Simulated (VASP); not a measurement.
A run of VASP 6.6.1 is set up as follows.

Contents of INCAR:

```
ALGO = Normal
EDIFF = 1E-6
ENCUT = 520
GGA = PS
ISIF = 2
ISMEAR = 0
LASPH = T
LCHARG = T
LELF = T
LREAL = F
LVHAR = T
LWAVE = F
NBANDS = 26
NELM = 100
PREC = Accurate
SIGMA = 0.02
```

File KPOINTS:

```
k-points
0
Gamma
  9 9 6
```

The input POSCAR:

```
ZnO
1.0
    3.2300572045      0.0000000000      0.0000000000
   -1.6150286023      2.7973115948      0.0000000000
    0.0000000000      0.0000000000      5.2141142640
Zn O
2 2
Direct
    0.3333333333      0.6666666667      0.5000326395
    0.6666666667      0.3333333333      0.0000326395
    0.6666666667      0.3333333333      0.3789773605
    0.3333333333      0.6666666667      0.8789773605
```

Potentials or basis: VASP PAW PBE potentials, release 64 (Zn, O).

Run with:

```sh
$ cat potpaw_PBE.64/Zn/POTCAR potpaw_PBE.64/O/POTCAR > POTCAR
$ mpirun -np 1 vasp_std > vasp.out
```

Estimate the pressure.

0.8 GPa.

Predict the band gap on the k mesh.

0.69 eV, direct.

Caveat: the PAW data sets were made with another functional, which shifts forces and pressure a little.

**Experimental background.**

From “Electronic structure of alkaline earth and post-transition metal oxides”, 2009, arxiv:0908.1581, for a bulk crystal of ZnO: band gap 3.37 eV.

Against the measured gap of ZnO, 3.37 eV (quoted in “Electronic structure of alkaline earth and post-transition metal oxides”, 2009, arxiv:0908.1581), the calculated 0.69 eV is off by -2.68 eV. So large a miss can be the level of theory's own, or it may mean another phase, state or a wrong row. The value is that of PBEsol, without temperature or zero-point motion. Semilocal functionals fall short of measured gaps as a rule.
